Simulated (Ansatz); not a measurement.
**BN: Electric field gradients**

The cell is a structure deposited in the COD, its atoms then relaxed with PBE in this cell.

```
B N
1.0
     2.54000    0.00000    0.00000
    -1.27000    2.19970    0.00000
     0.00000    0.00000    6.59800
B N
2 2
Direct
  0.33333 0.66667 0.25000
  0.66667 0.33333 0.75000
  0.33333 0.66667 0.75000
  0.66667 0.33333 0.25000
```

Sites (sets of like atoms) are named by element and the number of their first atom in this list.

All values are calculated (Ansatz; DFT, PBEsol, plane waves and PAW, scalar-relativistic, 420 eV cutoff, Γ-centred 13×13×5 k-points, Fermi–Dirac smearing 0.02 eV), not measured.

V_zz is the principal component of the electric field gradient with the largest magnitude, η = (V_xx − V_yy)/V_zz and C_Q = eQV_zz/h.

10B: I = 3, Q = 84.59 mb; ¹⁴N: I = 1, Q = 20.44 mb. Nuclear quadrupole moments: year-2017 set (Pyykkö).

```json
{"site": "B", "atoms (order as listed)": "1, 2", "first shell": "3 N at 1.47 Å", "V_zz (10²¹ V/m²)": "2.72", "η": "0.00", "C_Q (MHz)": "5.56"}
{"site": "N", "atoms (order as listed)": "3, 4", "first shell": "3 B at 1.47 Å", "V_zz (10²¹ V/m²)": "-0.55", "η": "0.00", "C_Q (MHz)": "-0.271"}
```

An axis of threefold or higher order runs through B and N, so V_zz lies along it and η is zero.

At this cell the PBEsol pressure is -9 GPa (principal stresses up to 14 GPa in size), so it isn't the equilibrium cell of PBEsol.
